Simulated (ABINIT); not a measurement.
A run of ABINIT 10.8.3 (patched build) is set up as follows.

File run.abi:

```
# Pseudopotentials
pp_dirpath "./"
pseudos "In.upf, Pd.upf"

# Structure
acell 3*1.0
rprim
     6.1829661455     0.0000000000     0.0000000000
     0.0000000000     6.1829661455     0.0000000000
     0.0000000000     0.0000000000     6.1829661455
ntypat 2
znucl 49 46
natom 2
typat 1 2
xred
    -0.0067690000     0.0003210000     0.0083760000
     0.4891010000     0.5068780000     0.4918490000
chkprim 0
chksymtnons 0
tolsym 1.0e-6

# Plane-wave basis
ecut 41.0

# k points
kptopt 1
ngkpt 8 8 8
nshiftk 1
shiftk 0.0 0.0 0.0

# Exchange and correlation
ixc -116133

# Bands and occupations
nband 20
occopt 3
tsmear 0.00183747

# SCF cycle
nstep 100
tolvrs 1.0e-10

# Output
iomode 3
prtwf 0
prtden 0
prteig 0
prtebands 0
enunit 2
```

Potentials or basis: PseudoDojo NC SR PBEsol v0.4.1 standard.

The run is started by

```bash
$ abinit run.abi > log 2>&1
```

Q: What does it give for the band gap on the k mesh?

A: None (metal or under the smearing width).

Q: Estimate the pressure.

A: -2.6 GPa.

Forces in eV/Å, atoms in the order of the input:
```
In  -0.052  0.083 -0.206
Pd   0.052 -0.083  0.206
```
